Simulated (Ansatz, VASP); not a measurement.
# Si: VASP beside Ansatz

```
Si
1.0
     0.00000    2.71692    2.71692
     2.71692    0.00000    2.71692
     2.71692    2.71692    0.00000
Si
2
Direct
  0.25000 0.25000 0.25000
  0.00000 0.00000 0.00000
```

Alike in both runs: functional PBEsol; k mesh 8 × 8 × 8; occupations gaussian, width 0.02 eV; no spin polarisation.

Ansatz relaxed the structure, and its values are those at the end. VASP's run is a single point on that final structure, the one shown.

```csv
,VASP,Ansatz
version,VASP 6.6.1,Ansatz 0.2.0
potentials or method,"VASP PAW PBE potentials, release 64 (Si)","scalar-relativistic, plane waves, PAW"
plane-wave cutoff (eV),520,420
valence electrons in the cell,8,8
```

VASP gave:

| Property | Result |
| --- | --- |
| gap on the k mesh at the Fermi level (eV) | 0.51 |
| least direct gap on the mesh (eV) | 2.52 |
| pressure (GPa) | 0.1 |

Question: What did Ansatz give for the same quantities?

Answer: gap on the k mesh at the Fermi level (eV): 0.51; least direct gap on the mesh (eV): 2.52; pressure (GPa): 0.0.

With one functional, cell and mesh, what is left measures potentials, basis and numerics.

Caveats: the PAW data sets were made with another functional, which shifts forces and pressure a little (VASP). A k mesh can miss the band edges.
